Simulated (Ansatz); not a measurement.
# PbS (Galena): the cost of one run

Computed with Ansatz 0.2.0 (DFT r2SCAN, scalar-relativistic, plane waves, PAW, unless a step's input says otherwise).

The COD entry's cell or inner coordinates are ideal or old and differ from later refinements, so a difference from it is no clean test against experiment.

1 further run of the same task is left out (set aside as unsound or not needed).

## (1) The system as given

Symmetry: Fm-3m, No. 225, cubic system. The conventional cell has a = 5.975 Å, b = 5.975 Å, c = 5.975 Å, α = 90.00°, β = 90.00°, γ = 90.00°. Pb (site symmetry m-3m) has 6 S at 2.99 Å as nearest neighbours. S (site symmetry m-3m) has 6 Pb at 2.99 Å as nearest neighbours.

Structure file:

```cif
data_structure
_symmetry_space_group_name_H-M 'P 1'
_symmetry_Int_Tables_number 1
_cell_length_a 4.2252
_cell_length_b 4.2252
_cell_length_c 4.2252
_cell_angle_alpha 60.000
_cell_angle_beta 60.000
_cell_angle_gamma 60.000
_cell_volume 53.34
loop_
_atom_site_label
_atom_site_type_symbol
_atom_site_fract_x
_atom_site_fract_y
_atom_site_fract_z
_atom_site_occupancy
Pb1 Pb 0.00000 0.00000 0.00000 1
S1 S 0.50000 0.50000 0.50000 1
```

It is the result of an earlier relaxation at this level (volume 26.67 Å³/atom; gap on the mesh: 0.69 eV).

## (2) Bands, states and charges

File input.yaml:

```yaml
crystal:
  lattice:
    - [0.0, 2.9876479782, 2.9876479782]
    - [2.9876479782, 0.0, 2.9876479782]
    - [2.9876479782, 2.9876479782, 0.0]
  atoms:
    - { symbol: Pb, position: [0.0, 0.0, 0.0] }
    - { symbol: S, position: [0.5, 0.5, 0.5] }
basis:
  ecutwfc: 500
kpoints:
  mp_grid: { grid: [8, 8, 8] }
  band_path:
    path:
      - [[0.0, 0.0, 0.0], [0.5, 0.0, 0.5], [0.625, 0.25, 0.625]]
      - [[0.375, 0.375, 0.75], [0.0, 0.0, 0.0], [0.5, 0.5, 0.5], [0.5, 0.25, 0.75], [0.5, 0.0, 0.5]]
    npoints: 14
hamiltonian:
  xc: r2scan
scf:
  occupations: { method: gaussian, width: 0.02 }
  n_extra_bands: 6
output:
  forces: true
  stress: true
  eigenvalues: true
  populations: true
  dos: { projected: true, de: 0.02, nscf_kmesh: { grid: [12, 12, 12] } }
  bader: true
  write_density: true
  write_potential: true
  elf: true
  volumetric_format: npy
```

On the command line:

```sh
$ ansatz run input.yaml --threads 2 --pin off --max-ram 5120MiB --backend cpu --events-out ev --progress --plain --runs-dir out
```

**Question.** How long does this run take on 2 threads of Arm Neoverse V1, shared host, and how much memory does it need?

About 9.9 s, with a peak of 0.46 GiB.
